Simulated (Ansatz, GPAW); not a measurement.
# Geometry or basis: what sets the conductance of an In chain with a Zn atom on top of one atom, part 4 of 4

How well does an In chain with a Zn atom on top of one atom conduct once its atoms have relaxed, and how much do cheaper levels lose?

GPAW 26.7.0 and Ansatz 0.2.0; Ansatz plane waves; relaxation of the junction with the lead ends held; PAW set soft_1 (the session's first sound run).

So far, transmission at the Fermi level (one spin): step 3 (plane waves, PBE) 1.43; step 5 (single-zeta polarised basis, PBE, GPAW) 1.47; step 6 (GPAW, sz: basis = "sz(dzp)", PBE, GPAW) 1.49; step 7 (revPBE in the dzp basis: xc = "revPBE") 1.41; step 8 (without the relaxation: geometry = "as built", PBE, GPAW) 1.87.

## 11. Potential alignment off

Without the shift, lead and junction are matched by their Fermi levels alone.

This step: GPAW LCAO, PAW setups; Landauer transmission from Green's functions with principal layers (ASE), zero bias (GPAW 26.7.0).

Input file run.py:

```python
import json
import numpy as np
from ase import Atoms
from ase.transport.calculators import TransportCalculator
from gpaw import GPAW, FermiDirac
from gpaw.lcao.tools import get_lcao_hamiltonian
from scipy.linalg import eigh

# The junction with lead layers at both ends, along the third cell vector
device = Atoms(
    ['In', 'In', 'In', 'In', 'In', 'In', 'In', 'Zn', 'In', 'In', 'In', 'In', 'In', 'In'],
    positions=[
        [4.50000, 4.50000, 1.47500],
        [4.50000, 4.50000, 4.42500],
        [4.50000, 4.50000, 7.37500],
        [4.50000, 4.50000, 10.32500],
        [4.37786, 3.65096, 13.40878],
        [4.36727, 4.44084, 16.49021],
        [3.33963, 3.34128, 19.19929],
        [5.93050, 4.02312, 19.12712],
        [4.43946, 4.44321, 21.86941],
        [4.29167, 3.68199, 24.94420],
        [4.50000, 4.50000, 28.02500],
        [4.50000, 4.50000, 30.97500],
        [4.50000, 4.50000, 33.92500],
        [4.50000, 4.50000, 36.87500]],
    cell=[[9.0, 0.0, 0.0], [0.0, 9.0, 0.0], [0.0, 0.0, 38.35]],
    pbc=True)

# One principal layer of the lead: the first 3 atoms of the device
lead = Atoms(
    ['In', 'In', 'In'],
    positions=[
        [4.50000, 4.50000, 1.47500],
        [4.50000, 4.50000, 4.42500],
        [4.50000, 4.50000, 7.37500]],
    cell=[[9.0, 0.0, 0.0], [0.0, 9.0, 0.0], [0.0, 0.0, 8.85]],
    pbc=True)

settings = dict(mode='lcao', basis='dzp', xc='PBE', h=0.2,
                occupations=FermiDirac(0.1), maxiter=250,
                mixer=dict(beta=0.1, nmaxold=8, weight=100.0),
                convergence=dict(density=0.0001))
energies = np.arange(-2, 2 + 1e-9, 0.025)
eta = 0.0001
n1, n2 = 1, 1
# k and -k transmit alike, so half of the mesh across the current serves
mesh = [(i, j) for i in range(n1) for j in range(n2) if (i, j) <= (-i % n1, -j % n2)]
weights = np.array([1 if (i, j) == (-i % n1, -j % n2) else 2 for i, j in mesh]) / (n1 * n2)

# [... helper functions left out ...]
fermi_lead = ground_state(lead, (1, 1, 13), 'lead.txt')
fermi_device = ground_state(device, (1, 1, 2), 'device.txt')
# [... loop over the mesh left out, but for ...]
        # Lead and device are aligned by their Fermi levels alone
        shift = 0.0
# [...]
kT = 8.617333e-5 * 300
bias = [0.1, 0.2, 0.5, 1.0, 1.5, 2.0]
# [... integrals and printing left out ...]
```

On the command line:

```
$ OMP_NUM_THREADS=1 OPENBLAS_NUM_THREADS=1 python run.py
```

Log:

```text
basis functions: device 320, principal layer 69
Fermi level: lead -2.2014 eV, device -2.0831 eV; lead shifted by 0.0000 eV
largest coupling past the next layer 1.88e-06 eV, largest misfit of the first layer 0.022 eV
  E-E_F (eV)   T (one spin)  channels
    -2.000    1.7780e-02    1.0000
    -1.975    3.6026e-03    1.0000
    -1.950    2.2272e-08    0.0000
    -1.925    5.3394e-09    0.0000
    -1.900    2.3243e-09    0.0000
    -1.875    1.2919e-09    0.0000
    -1.850    8.2758e-10    0.0000
    -1.825    5.8398e-10    0.0000
    -1.800    4.4308e-10    0.0000
    -1.775    3.5625e-10    0.0000
    -1.750    3.0072e-10    0.0000
    -1.725    2.6484e-10    0.0000
    -1.700    2.4229e-10    0.0000
    -1.675    2.2960e-10    0.0000
    -1.650    2.2494e-10    0.0000
    -1.625    2.2757e-10    0.0000
[...]
1.825    2.5021e+00    3.0000
     1.850    2.4547e+00    3.0000
     1.875    2.3928e+00    3.0000
     1.900    2.3205e+00    3.0000
     1.925    2.2382e+00    3.0000
     1.950    2.1505e+00    3.0000
     1.975    2.0628e+00    3.0000
     2.000    1.9807e+00    3.0000
conductance at 300 K: 1.3955 G0 a cell; thermopower -18.81 uV/K
current from the zero-bias T(E) at 0.1 V: 10.75 uA
current from the zero-bias T(E) at 0.2 V: 21.205 uA
current from the zero-bias T(E) at 0.5 V: 52.373 uA
current from the zero-bias T(E) at 1.0 V: 111.69 uA
current from the zero-bias T(E) at 1.5 V: 158.67 uA
current from the zero-bias T(E) at 2.0 V: 211.61 uA
```

Wall time 94 s (1 thread of Arm Neoverse V1, shared host); peak memory 1.3 GiB.

This step gave:

* conductance: 1.395 G₀
* largest misfit of the first principal layer: 0.02178 eV
* shift that aligns the lead: 0 eV
* transmission at the Fermi level (one spin): 1.424

One spin. Transmission, zone mean against energy, zero at the Fermi level:

```
energy (eV)  transmission, zone mean
     -2.000                   0.0178
     -1.900                   2.3e-9
     -1.800                  4.4e-10
     -1.700                  2.4e-10
     -1.600                  2.4e-10
     -1.500                  4.0e-10
     -1.400                   1.3e-9
     -1.300                   3.4e-8
     -1.200                    0.129
     -1.100                    0.177
     -1.000                    0.200
     -0.900                    0.224
     -0.800                    0.257
     -0.700                    0.313
     -0.600                    0.417
     -0.500                    0.618
     -0.400                    0.888
     -0.300                    0.987
     -0.200                    0.941
     -0.100                    0.960
      0.000                     1.42
      0.100                     1.67
      0.200                     1.77
      0.300                     1.96
      0.400                     2.36
      0.450                     2.56
      0.500                     2.34
      0.600                     1.81
      0.700                     2.02
      0.800                     2.33
      0.900                     2.59
      1.000                     2.74
      1.100                     2.80
      1.200                     2.83
      1.250                     2.83
      1.300                     2.83
      1.400                     2.81
      1.500                     2.76
      1.600                     2.69
      1.700                     2.63
      1.800                     2.54
      1.900                     2.32
      2.000                     1.98
```

Crossings of the lead's bands, unfolded to its shortest repeat. The open channels, zone mean by energy, zero at the Fermi level:

```
energy (eV)  open channels, zone mean
     -2.000                         1
     -1.800                         0
     -1.600                         0
     -1.400                         0
     -1.200                         1
     -1.000                         1
     -0.800                         1
     -0.600                         1
     -0.400                         1
     -0.200                         1
      0.000                         3
      0.200                         3
      0.400                         3
      0.600                         3
      0.800                         3
      1.000                         3
      1.200                         3
      1.400                         3
      1.600                         3
      1.800                         3
      2.000                         3
```

Not self-consistent under bias; the bias window is split evenly. Current through one cell, from the zero-bias transmission against bias:

```csv
bias (V),"current through one cell, from the zero-bias transmission (μA)"
0.100,10.7
0.200,21.2
0.500,52.4
1.000,112
1.500,159
2.000,212
```

The transmission of the three most open eigenchannels by energy, zero at the Fermi level:

```csv
energy (eV),channel 1,channel 2,channel 3
-2.000,0.0178,0,0
-1.800,4.4e-10,0,0
-1.600,2.4e-10,0,0
-1.400,1.3e-9,0,0
-1.200,0.129,0,0
-1.000,0.200,0,0
-0.800,0.257,0,0
-0.600,0.417,0,0
-0.400,0.888,0,0
-0.200,0.941,1.3e-9,1.1e-9
0.000,0.889,0.446,0.0891
0.200,0.942,0.587,0.242
0.400,0.960,0.747,0.654
0.600,0.950,0.861,0.00270
0.800,0.995,0.907,0.431
1.000,0.991,0.920,0.825
1.200,0.970,0.960,0.901
1.400,0.997,0.957,0.855
1.600,0.999,0.867,0.827
1.800,0.948,0.906,0.685
2.000,0.952,0.610,0.418
```

The conductance, 1.40 G₀, lies 0.4 % below that of the dzp run.

## 12. Results

| Item | Value |
| --- | --- |
| conductance | 1.40 G₀ |
| transmission at the Fermi level, mean of the spins | 1.43 |
| open channels of the lead there | 3 |

What this shows: In the dzp basis the junction conducts 1.40 G₀ at 300 K, with T = 1.43 a spin at the Fermi level; the sz basis reaches that conductance within 10 %. Relaxation moved atoms by up to 1.6 Å and took the conductance from 1.86 to 1.40 G₀, as a ratio a larger change than the step from dzp to the minimal basis. Plane waves (PBE) give T = 1.43 there. The scatterer reflects about 52 % of the incoming channels at the Fermi level. At the Fermi level the three most open eigenchannels pass 0.89, 0.45 and 0.092. Measured against the first run (pw-pbe), the nearest curve is that of dzp-revPBE (r.m.s. 0.12) and the farthest that of asbuilt (0.49). Over the compared runs wall time goes from 44 s (sz) to 109 s (pw-pbe), on a shared host; the plane-wave run used 4 threads and the orbital runs 1. Moves of this size go well beyond a change of bond lengths: the free chain atoms or the scatterer took up a new arrangement, and the name in the title describes the start. The leads kept an estimated spacing and the cell its length, so the junction may be under some tension or compression. The run had no spin polarisation, so a magnetic state, which chains and small molecules with open shells often have, wasn't tested. Spin-orbit coupling is left out, which matters for the heavy atoms here. An evenly spaced straight chain is an idealisation: free chains tend to dimerise, zigzag or, where a band edge lies near the Fermi level, turn magnetic. The currents use the zero-bias T(E) throughout, which holds only while the bias is small against the distance to the nearest feature. The thermopower isn't quoted: it samples T(E) farther from the Fermi level than the conductance does, and the energy grid wasn't tested for it.

[Logs are printed without paths, hosts, clocks, repeated set-up lines and the standing remarks that a program may print on its own settings, such as how far it seeks lower states.]

[Hosts, paths, dates, database ids (printed as entryN), source tags and the programs' standing remarks are cut or masked in the printed files.]
